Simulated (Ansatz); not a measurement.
I:

```
I
1.0
     3.63503   -2.39502    0.00000
     3.63503    2.39502    0.00000
     0.00000    0.00000    9.79344
I
4
Direct
  0.64930 0.35070 0.38440
  0.14930 0.85070 0.11560
  0.35070 0.64930 0.61560
  0.85070 0.14930 0.88440
```

```yaml
Program: Ansatz 0.2.0
Task: relaxation of cell and atoms
Functional: LDA
Potentials_or_basis: Ansatz PAW
Cutoff: "420 eV (not typed: the program's choice for these potentials)"
k_mesh: 7 × 7 × 3
Occupations: fermi-dirac, width 0.05 eV
Spin: no spin polarisation
```

At the start: volume 42.63 Å³/atom.

Task: How do energy, volume and symmetry change on relaxing?

Result: It ends after 8 steps and the volume is 36.80 Å³/atom (-13.7 %); space group Cmce (No. 64, to 0.05 Å).

Step by step:
| step | energy change (eV) | largest force (eV/Å) | volume (Å³) |
| --- | --- | --- | --- |
| 1 | 0.0000 | 0.7281 | 170.52 |
| 2 | -0.2109 | 0.2914 | 154.06 |
| 3 | -0.2959 | 0.1047 | 148.13 |
| 4 | -0.3043 | 0.0168 | 145.12 |
| 5 | -0.3069 | 0.0226 | 147.41 |
| 6 | -0.3080 | 0.0620 | 147.59 |
| 7 | -0.3092 | 0.0071 | 147.18 |
| 8 | -0.3051 | 0.0072 | 147.18 |

Final structure:
```
I
1.0
     3.56960   -2.16789    0.00000
     3.56960    2.16789    0.00000
     0.00000    0.00000    9.50965
I
4
Direct
  0.67925 0.32075 0.37698
  0.17925 0.82075 0.12302
  0.32075 0.67925 0.62302
  0.82075 0.17925 0.87698
```

Caveat: the plane-wave basis is chosen anew once the cell has moved, so the energies of steps on either side of that aren't comparable; the volume moved by -14 % from the deposited cell, more than functionals usually miss; the PAW data sets come from PBE, with cores solved anew for the run's functional, which leaves a small shift of forces and pressure.
